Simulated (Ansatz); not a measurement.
System: rutile GeO2. Method: PBE (plane waves, PAW; Ansatz, an electronic-structure program).

Run with plane-wave cutoff 520 eV, 8×8×12 k mesh (along the axes of the cell as run), Fermi–Dirac smearing 0.01 eV, scalar-relativistic PAW data made under PBE.

Properties against volume:

Shape and atoms are relaxed at each volume.

```tsv
V (Å³/atom)	P (GPa)	direct gap at Γ (eV)	c (Å)	a (Å)
9.360	8.98	1.681	2.888	4.410
9.555	4.18	1.442	2.897	4.448
9.750	0.00	1.228	2.905	4.487
9.945	-3.58	1.041	2.911	4.527
10.140	-6.61	0.883	2.915	4.568
```

A straight line through the gaps at Γ against ln V gives a volume deformation potential dE_g(Γ)/d ln V of -10.0 eV: the gap at Γ widens under compression.

Measured, for comparison: band gap 4.68 eV (temperature not stated, no zero-point or thermal correction, direct (forbidden), UV absorption; as tabulated in Mengle et al. (2019), arXiv:1905.10301).

Note: the bulk modulus comes from volumes at which shape and atoms were relaxed.

Spin–orbit coupling is not included.
